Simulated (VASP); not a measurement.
Write the native input for VASP 6.6.1 that does the following.

```
Task                   : work function
Functional             : PBE
Potentials or basis    : VASP PAW PBE potentials, release 64 (Rh_pv)
Cutoff                 : 520 eV
k mesh                 : 14 × 14 × 1
Occupations            : methfessel-paxton, width 0.1 eV
Spin                   : no spin polarisation
Dipole correction      : no
Further INCAR settings : ALGO = Normal; EDIFF = 1e-07
```

The structure of Rh lies in POSCAR:

```
Rh                                      
1.0
    2.7193470000      0.0000000000      0.0000000000
   -1.3596735000      2.3550235400      0.0000000000
    0.0000000000      0.0000000000     27.8262814600
  Rh            
     4
Direct
     0.6666669999999968    0.3333330000000032    0.3832083722917075
     0.3333340000000007    0.6666659999999993    0.4609760695084116
     0.0000000000000000    0.0000000000000000    0.5390239304915885
     0.6666669999999968    0.3333330000000032    0.6167916277082925
```

The cell was built by a generator and needn't be a form met in nature.

One way to write it, as run:

INCAR

```
SYSTEM = Rh
PREC = Accurate
ENCUT = 520
EDIFF = 1E-7
ISMEAR = 1
SIGMA = 0.1
LREAL = .False.
LASPH = .True.
NELM = 100
ALGO = Normal
ISIF = 2
LWAVE = .False.
LCHARG = .True.
GGA = PE
LELF = .True.
LVHAR = .True.
LVACPOTAV = .True.
```

KPOINTS

```
regular mesh
0
Gamma
  14 14 1
  0 0 0
```

Potentials or basis: VASP PAW PBE potentials, release 64 (Rh_pv).

Launch:

```sh
$ cat potpaw_PBE.64/Rh_pv/POTCAR > POTCAR
$ mpirun -np 1 vasp_std > vasp.out
```

It gave:

```json
{
 "Largest force": "0.014 eV/Å",
 "Band gap on the k mesh": "none (metal or under the smearing width)"
}
```

Run time: 3.9 min on 1 thread of Intel(R) Xeon(R) Platinum 8488C (Sapphire Rapids), on a shared host, peak memory 0.33 GiB.
